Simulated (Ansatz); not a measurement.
WSe2 in the 3R-MoS2 structure, relaxed with r2SCAN+rVV10, was run in Ansatz under altered settings. All numbers are computed, without spin polarisation but where a row says otherwise.

```xyz
3
Lattice="1.6511 0.9532 6.5796 -1.6511 0.9532 6.5796 0.0000 -1.9065 6.5796" Properties=species:S:1:pos:R:3 pbc="T T T"
W     0.0000    0.0000   -0.0004
Se    0.0000    0.0000    8.2440
Se    0.0000    0.0000    4.9157
```

The base run's other keys:
```yaml
kpoints:
  mp_grid: { grid: [4, 4, 4] }
hamiltonian:
  xc: hse06
scf:
  occupations: { method: fixed }
  n_extra_bands: 4
```

It takes 21 iterations with 1239 plane waves at 420 eV and 13 k points, and leaves a mean stress of -1.21 GPa. The gap over this mesh is 1.902 eV.

Outcomes, with energy and stress as changes against the base:
```
                                  setting    outcome  ΔF (meV/atom)  Δ mean stress (GPa)  gap on the mesh (eV)  iterations
 PBE hybrid, exx coeff 0.5, omega 0.5 1/Å  converged              –                 -1.6                 1.774          24
PBE hybrid, exx coeff 0.35, omega 0.1 1/Å  converged              –                 -2.0                 2.512          24
```
A dash marks a value that wasn't obtained or can't be compared. Stress is positive in compression.

- PBE hybrid, exx coeff 0.5, omega 0.5 1/Å. That is 50 % exact exchange, screened with ω = 0.5 1/Å, against HSE06's 25 % screened at 0.208 1/Å. The mean stress moves by -1.6 GPa and the gap on the mesh by -0.128 eV (to 1.774). Totals of different functionals aren't comparable.
- PBE hybrid, exx coeff 0.35, omega 0.1 1/Å. That is 35 % exact exchange, screened with ω = 0.1 1/Å, against HSE06's 25 % screened at 0.208 1/Å. The mean stress moves by -2.0 GPa and the gap on the mesh by +0.611 eV (to 2.512). Totals of different functionals aren't comparable. The program warns that on this mesh the truncation of the exchange isn't bounded, so part of the change can be an error of the mesh.

No spin-orbit coupling is included; it can move band edges with weight on the heavy atoms by tenths of an eV.

The program warns that its thresholds are loose for a hybrid's stress.
